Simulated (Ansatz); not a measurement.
## Kick test of a cell of Mg3Zn2O5

It was reached by relaxing an invented guess, and it needn't be the stable form of this composition.

Level of theory: DFT PBE, scalar-relativistic, plane waves, PAW (Ansatz). Settings: cutoff 420 eV, Γ-centred mesh 12×12×12 on the computed 10-atom cell, Gaussian smearing of 0.02 eV; no spin polarisation.

The cell below (10 atoms, space group I4/mmm (No. 139)) is relaxed within its symmetry.

```cif
data_structure
_symmetry_space_group_name_H-M 'P 1'
_symmetry_Int_Tables_number 1
_cell_length_a 10.9327
_cell_length_b 10.9327
_cell_length_c 10.9327
_cell_angle_alpha 164.065
_cell_angle_beta 164.065
_cell_angle_gamma 22.609
_cell_volume 98.47
loop_
_atom_site_label
_atom_site_type_symbol
_atom_site_fract_x
_atom_site_fract_y
_atom_site_fract_z
_atom_site_occupancy
Mg1 Mg 0.59956 0.59956 0.00000 1
Mg2 Mg 0.00000 0.00000 0.00000 1
Mg3 Mg 0.40044 0.40044 0.00000 1
Zn1 Zn 0.80031 0.80031 0.00000 1
Zn2 Zn 0.19969 0.19969 0.00000 1
O1 O 0.50000 0.50000 0.00000 1
O2 O 0.90157 0.90157 0.00000 1
O3 O 0.30115 0.30115 0.00000 1
O4 O 0.69885 0.69885 0.00000 1
O5 O 0.09843 0.09843 0.00000 1
```

For the test it was strained at random (σ = 1.5 % a component), the atoms were moved at random (σ = 0.10 Å), and all was relaxed again on a coarse 4×4×4 mesh (in the run’s order of axes) with 0.10 eV smearing, with no symmetry imposed.

Q: What happens?

A: It returns, within 1 meV/atom of the unmoved cell on that mesh and with the same symmetry when read at 0.1 Å. So it is stable against the distortions that fit this cell and that this random move excites. Modes that don't fit the cell aren't tested.
